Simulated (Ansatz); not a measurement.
CO2:

```
CELL_PARAMETERS angstrom
-1.97473 1.97473 3.01406
1.97473 -1.97473 3.01406
1.97473 1.97473 -3.01406
ATOMIC_POSITIONS crystal
O 0.87500 0.95980 0.58480
O 0.37500 0.29020 0.41520
O 0.04020 0.62500 0.91520
O 0.70980 0.12500 0.08480
C 0.00000 0.00000 0.00000
C 0.75000 0.25000 0.50000
```

The cell comes from a database or a generator and needn't be the stable form of this composition.

* Program: Ansatz 0.2.0
* Task: relaxation of cell and atoms
* Functional: BLYP
* Potentials or basis: Ansatz PAW
* Cutoff: 420 eV (not typed: the program's choice for these potentials)
* k mesh: 9 × 9 × 9
* Occupations: fermi-dirac, width 0.05 eV
* Spin: no spin polarisation

At the start: volume 7.84 Å³/atom.

**Question.** How do energy, volume and symmetry change on relaxing?

**Answer.** It ends after 7 steps and the volume is 8.04 Å³/atom (+2.6 %); space group I-42d (No. 122, to 0.05 Å).

Step by step:
| step | energy change (eV) | largest force (eV/Å) | volume (Å³) |
| --- | --- | --- | --- |
| 1 | 0.0000 | 0.1126 | 47.01 |
| 2 | -0.0055 | 0.0720 | 47.92 |
| 3 | -0.0046 | 0.0273 | 48.14 |
| 4 | -0.0046 | 0.0072 | 48.15 |
| 5 | -0.0155 | 0.0075 | 48.15 |
| 6 | -0.0148 | 0.0010 | 48.26 |
| 7 | -0.0156 | 0.0010 | 48.26 |

Final structure:
```xyz
6
Lattice="-2.0008 2.0008 3.0135 2.0008 -2.0008 3.0135 2.0008 2.0008 -3.0135" Properties=species:S:1:pos:R:3 pbc="T T T"
O     1.3531    1.0004    3.7669
O     0.6477    1.0004    0.7534
O     3.0012    0.6477   -0.7534
O    -1.0004    1.3531    2.2601
C     0.0000    0.0000    0.0000
C     0.0000    2.0008    1.5068
```

Caveat: the plane-wave basis is chosen anew once the cell has moved, so the energies of steps on either side of that aren't comparable; the pressure holds a Pulay correction of +1.4 GPa for the finite cutoff; the PAW data sets come from PBE, with cores solved anew for the run's functional, which leaves a small shift of forces and pressure.
